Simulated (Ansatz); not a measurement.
Runs of Ansatz 0.2.0 on Ru. It takes space group P6_3/mmc (No. 194, hexagonal). Conventional cell: a = 2.706 Å, b = 2.706 Å, c = 4.282 Å, α = 90.00°, β = 90.00°, γ = 120.00°. Ru (site symmetry -6m2) has 12 Ru at 2.65 to 2.71 Å as nearest neighbours. 

```csv
task,level,spin,k mesh,cutoff (eV),atoms under strain,points for each segment of the path,q mesh,gap on the mesh (eV),pressure (GPa),V0 of scaled cells (Å³/atom),B0 (GPa)
elastic constants,PBEsol,off,10 × 10 × 6,420,relaxed,-,-,none,(b),-,-
equation of state,LDA,off,11 × 11 × 6,420,-,-,-,-,-,13.09,367
equation of state,PBE,off,11 × 11 × 6,420,-,-,-,-,-,13.77,312
band structure,PBEsol,"SOC, no magnetisation",11 × 11 × 6,420,-,14,-,none,(a),-,-
phonons,PBEsol,off,10 × 10 × 6,420,-,8,2 × 2 × 2,none,-,-,-
equation of state,r2SCAN,off,11 × 11 × 6,500,-,-,-,-,-,(c),338
```

Alike in all rows: potentials or basis Ansatz PAW; cell as given; smearing fermi-dirac 0.05 eV.

**Question.** Fill in the values left out.

**Answer.** (a) -6.1; (b) -6.2; (c) 13.49.

Caveats: the PAW data sets come from PBE, with cores solved anew for the run's functional, which leaves a small shift of forces and pressure (some runs); the cell was scaled at fixed shape and fractional positions, which overstates the stiffness of a crystal with free parameters, most of all of layers and chains (some runs); the cell is more than 3 GPa from zero pressure, which shifts response properties (some runs); elastic constants of metals need much finer meshes, so these are rough (some runs); some levels weren't fully converged (some runs); the PAW data sets were made with another functional, which shifts forces and pressure a little (some runs).

A k mesh can miss the band edges, and rows without SOC leave out spin-orbit coupling on Ru.

A gap of «none» marks a metal or a gap under the smearing width.
